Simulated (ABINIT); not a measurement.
The system is SrO.

```
Sr O
1.0
     0.00000    2.56630    2.56630
     2.56630    0.00000    2.56630
     2.56630    2.56630    0.00000
Sr O
1 1
Cartesian
  2.5663 2.5663 2.5663
  0.0000 0.0000 0.0000
```

Base run:

| Item | Value |
| --- | --- |
| Program | ABINIT 10.8.3 (patched build) |
| Functional | AM05 |
| Potentials or basis | JTH PAW PBE v2.0 |
| Cutoff | 626 eV |
| k mesh | 9 × 9 × 9 |
| Occupations | fermi-dirac, width 0.05 eV |
| Spin | no spin polarisation |

Its results: band gap on the k mesh 3.33 eV, indirect (least direct gap 3.41 eV); pressure 0.1 GPa.

**Question.** After a change of settings the same cell gave: band gap on the k mesh 3.40 eV, indirect (least direct gap 3.48 eV); pressure 5.5 GPa. Which change was it?
A. functional from AM05 to rPW86PBE
B. functional from AM05 to PBEsol; spin from no spin polarisation to spin-orbit coupling, no magnetisation
C. functional from AM05 to PW91
D. functional from AM05 to PW91; spin from no spin polarisation to spin-orbit coupling, no magnetisation

**Answer.** A.

Caveats: the PAW data sets were made with another functional, which shifts forces and pressure a little.
